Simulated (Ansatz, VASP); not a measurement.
## Yb in VASP and in Ansatz

INCAR

```
PREC     = Accurate       # precision mode
ENCUT    = 520            # plane-wave cutoff, eV
EDIFF    = 1E-6           # SCF threshold, eV
ISMEAR   = -1             # smearing method
SIGMA    = 0.08           # smearing width, eV
LREAL    = F              # projectors in reciprocal space
LASPH    = T              # aspherical terms in the spheres
NELM     = 80             # most SCF steps
ALGO     = Normal         # electronic algorithm
ISIF     = 2              # what is computed and relaxed
LWAVE    = F              # write WAVECAR
LCHARG   = F              # write CHGCAR
GGA      = PE             # functional
NBANDS   = 18             # bands
```

Contents of KPOINTS:

```
Automatic mesh
0
Gamma
  14 14 14
```

POSCAR

```
Yb
1.0
    0.0000000000      2.0728166903      2.0728166903
    2.0728166903      0.0000000000      2.0728166903
    2.0728166903      2.0728166903      0.0000000000
Yb
1
Direct
    0.0000000000      0.0000000000      0.0000000000
```

Input for Ansatz:

```yaml
crystal:
  lattice:
    - [0.0, 2.0728166903, 2.0728166903]
    - [2.0728166903, 0.0, 2.0728166903]
    - [2.0728166903, 2.0728166903, 0.0]
  atoms:
    - { symbol: Yb, position: [0.0, 0.0, 0.0] }
kpoints:
  mp_grid: { grid: [14, 14, 14] }
scf:
  occupations: { method: fermi_dirac, width: 0.08 }
hamiltonian:
  xc: pbe
  pseudopotentials: { kind: all_electron, lapw: { basis_error: 0.001 } }
output:
  forces: true
  stress: true
  eigenvalues: true
  populations: true
```

Change from the starting cell: volume scaled by 0.5, LAPW.

Alike in both runs: task single point; functional PBE; k mesh 14 × 14 × 14; occupations fermi-dirac, width 0.08 eV; no spin polarisation.

|  | VASP | Ansatz |
| --- | --- | --- |
| version | VASP 6.6.1 | Ansatz 0.2.0 |
| potentials or method | VASP PAW PBE potentials, release 64 (Yb) | all-electron LAPW, scalar-relativistic |
| plane-wave cutoff (eV) | 520 | see its input |

|  | VASP | Ansatz | Ansatz less VASP |
| --- | --- | --- | --- |
| pressure (GPa) | 43.9 | 43.7 | -0.18 |

Ansatz ran all-electron here, so the differences hold the error of VASP's frozen core and of both bases.

Caveats: so large a pressure means that the cell lies far from this level's equilibrium, or that cutoff or potentials fall short (VASP). Spin polarisation is off, so any magnetic state and its effect on volume and gap are missing. The runs have no spin-orbit coupling, so splittings on Yb are missing.
